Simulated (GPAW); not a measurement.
Crystal: GaSb.

```
CELL_PARAMETERS angstrom
0.00000 3.05900 3.05900
3.05900 0.00000 3.05900
3.05900 3.05900 0.00000
ATOMIC_POSITIONS crystal
Sb 0.75000 0.75000 0.75000
Ga 0.00000 0.00000 0.00000
```

```yaml
Program: GPAW 26.7.0
Task: single point
Functional: PBE
Potentials_or_basis: GPAW PAW data sets (gpaw-data 1.2.1)
Cutoff: 600 eV
Basis: pw
k_mesh: 8 × 8 × 8
Occupations: fermi-dirac, width 0.05 eV
Spin: no spin polarisation
```

On this cell: pressure 2.3 GPa; largest force zero by symmetry; band gap on the k mesh 0.09 eV, direct.

The same run follows on a disturbed copy (atoms moved at random, drawn with an rms of 0.05 Å):

```
Sb Ga
1.0
     0.00000    3.05900    3.05900
     3.05900    0.00000    3.05900
     3.05900    3.05900    0.00000
Sb Ga
1 1
Cartesian
  4.5705 4.5944 4.5615
  0.0343 -0.0051 0.0218
```

Q: What does the disturbed cell give?

A: The energy moves by +11.1 meV/atom; pressure 2.5 GPa; largest force 0.626 eV/Å; band gap on the k mesh 0.11 eV, direct.

Forces in eV/Å, atoms in the order of the input:
```
Sb   0.443 -0.151  0.415
Ga  -0.443  0.151 -0.415
```

Stress tensor (GPa, compression positive):
```
 2.46 -1.10  0.37
-1.10  2.52 -1.17
 0.37 -1.17  2.47
```

Caveats: spin-orbit coupling is left out, which moves the levels of the heavy elements.

A k mesh can miss the band edges.
